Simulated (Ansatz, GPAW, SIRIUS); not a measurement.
**CuI: equilibrium volume by level of theory**

It takes space group F-43m (No. 216, cubic). The conventional cell has a = 6.063 Å, b = 6.063 Å, c = 6.063 Å, α = 90.00°, β = 90.00°, γ = 90.00°. Around I (site symmetry -43m) lie 4 Cu at 2.63 Å. Around Cu (site symmetry -43m) lie 4 I at 2.63 Å.

| rung | level | program and potentials | cutoff (eV) | k mesh | smearing | task | core time | chip | equilibrium volume (Å³/atom) | notes |
| --- | --- | --- | --- | --- | --- | --- | --- | --- | --- | --- |
| GGA | PBEsol | Ansatz, all-electron LAPW, scalar-relativistic | - | 8 × 8 × 8 | fermi-dirac 0.05 | relaxation of cell and atoms | 36 s | Arm Neoverse V1 | 26.20 | - |
| GGA + dispersion | PBEsol+D4 | Ansatz, all-electron LAPW, scalar-relativistic | - | 8 × 8 × 8 | fermi-dirac 0.05 | relaxation of cell and atoms | 47 s | Arm Neoverse V1 | 25.56 | - |
| GGA + dispersion | RPBE+D4 | Ansatz, all-electron LAPW, scalar-relativistic | - | 8 × 8 × 8 | fermi-dirac 0.05 | relaxation of cell and atoms | 53 s | Arm Neoverse V1 | 26.35 | - |
| GGA | PBEsol | GPAW, PAW data sets generated for this functional | 600 | 8 × 8 × 8 | fermi-dirac 0.05 | equation of state | 2.1 min | Arm Neoverse V1 | 26.68 | - |
| GGA | PBEsol | SIRIUS, PseudoDojo 0.4.1 PBEsol standard (scalar relativistic) | 1254 | 8 × 8 × 8 | fermi-dirac 0.05 | equation of state | 17 min | Arm Neoverse N1 | 26.33 | - |

Times are single runs on shared hosts and different chips, so they are rough; meshes, cutoffs and the tasks' sizes weigh on the time. All rows: no spin polarisation. Smearing widths are in eV. Meshes are those of the run's cell of 2 atoms unless a note names another. Relaxations start from the cell shown or near it and stop with a little pressure left. The cell shown, of 27.86 Å³ an atom, is the runs' start and not the measured value. Misses use the values as printed. Runs on faulty files, with rough fits or with known faults for this quantity aren't shown. No row holds spin-orbit coupling.

Measured: 27.72 Å³/atom (arxiv:2305.18931).

**Question.** Which of the timed runs is the cheapest that comes within 1.5 % of the measured equilibrium volume?

**Answer.** None of them does; the nearest misses by -3.8 %. The runs are for a static lattice, while measurements hold temperature and zero-point motion.
